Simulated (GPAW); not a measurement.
TaN:

```
Ta N
1.0
     0.00000    2.49114    2.49114
     2.49114    0.00000    2.49114
     2.49114    2.49114    0.00000
Ta N
1 1
Direct
  0.00000 0.00000 0.00000
  0.25000 0.25000 0.25000
```

The cell comes from a database or a generator and needn't be the stable form of this composition.

Program: GPAW 26.7.0. Alike in all runs: spin collinear, ferromagnetic start; cell as given; k mesh 7 × 7 × 7; smearing gaussian 0.05 eV.

Question: Order these runs on this cell by their pressure, lowest first.
A. level PBEsol; potentials or basis PAW data sets generated in the run's folder for this functional, pw; cutoff (eV) 800; maxiter 150
B. level r2SCAN+U; potentials or basis GPAW PAW data sets (gpaw-data 1.2.1), pw; U Ta d U = 4 eV; cutoff (eV) 600; maxiter 120; start of the occupation matrix atoms; convergence density=0.0001 energy=1e-05
C. level PBEsol+U; potentials or basis PAW data sets generated in the run's folder for this functional, pw; U Ta d U = 6 eV; fixed moment (μB) 2.0; cutoff (eV) 600; maxiter 120; start of the occupation matrix atoms; convergence density=0.0001 energy=1e-05
D. level PBEsol+U; potentials or basis PAW data sets generated in the run's folder for this functional, pw; U Ta d U = 10 eV; cutoff (eV) 600; maxiter 120; start of the occupation matrix atoms; convergence density=0.0001 energy=1e-05

Answer: A (-30.9 GPa), B (-27.6 GPa), C (4.5 GPa), D (22.1 GPa).

Caveats: the cutoff is short for stress and forces, so pressures can be off by a GPa or more (some runs); the total moment is fixed, so each spin has its own Fermi level (some runs); the PAW data sets were made with another functional, which shifts forces and pressure a little (some runs); a pressure of tens of GPa on the cell as given is suspect, and the run, the potentials or the cell itself is likely at fault (some runs).
